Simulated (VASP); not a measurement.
# SiC (Moissanite 3C): single point with PBE

**What was measured.**

“Insight into the structural, elastic and electronic properties of a new orthorhombic 6O-SiC polytype”, 2020, pmc:7200658 quotes, for a bulk crystal of SiC: band gap 2.4 eV (indirect).

The system is SiC (Moissanite 3C).

```
Si C
1.0
     0.00000    2.17900    2.17900
     2.17900    0.00000    2.17900
     2.17900    2.17900    0.00000
Si C
1 1
Direct
  0.00000 0.00000 0.00000
  0.75000 0.75000 0.75000
```

```yaml
Program: VASP 6.6.1
Task: single point
Functional: PBE
Potentials_or_basis: VASP PAW PBE potentials, release 64 (Si, C)
Cutoff: 520 eV
k_mesh: 10 × 10 × 10
Occupations: gaussian, width 0.024 eV
Spin: no spin polarisation
Further_INCAR_settings: ALGO = Normal; EDIFF = 1e-06; NBANDS = 11
```

```json
{
  "Pressure": "3.2 GPa",
  "Band gap on the k mesh": "1.36 eV, indirect (least direct gap 4.54 eV)"
}
```

Levels at points of the mesh, in eV from the valence-band top:
```tsv
k point	band 1	band 2	band 3	band 4	band 5	band 6	band 7	band 8	band 9
(0.00, 0.00, 0.00)	-15.40	0.00	0.00	0.00	6.23	7.31	7.31	7.31	14.51
(0.50, 0.00, 0.00)	-11.84	-8.53	-1.05	-1.05	5.43	7.23	7.23	10.05	16.20
(0.50, 0.50, 0.00)	-10.39	-7.79	-3.18	-3.18	1.36	4.32	14.04	14.04	14.79
```

Run time: 5.1 s on 1 thread of Intel(R) Xeon(R) Platinum 8559C (Emerald Rapids), on a shared host, peak memory 0.13 GiB.

Against the measured gap of SiC, 2.4 eV (indirect; quoted in “Insight into the structural, elastic and electronic properties of a new orthorhombic 6O-SiC polytype”, 2020, pmc:7200658), the calculated 1.36 eV is off by -1.04 eV. The value is that of PBE on a finite k mesh, which can miss the band edges, without temperature or zero-point motion. Semilocal functionals fall short of measured gaps as a rule.
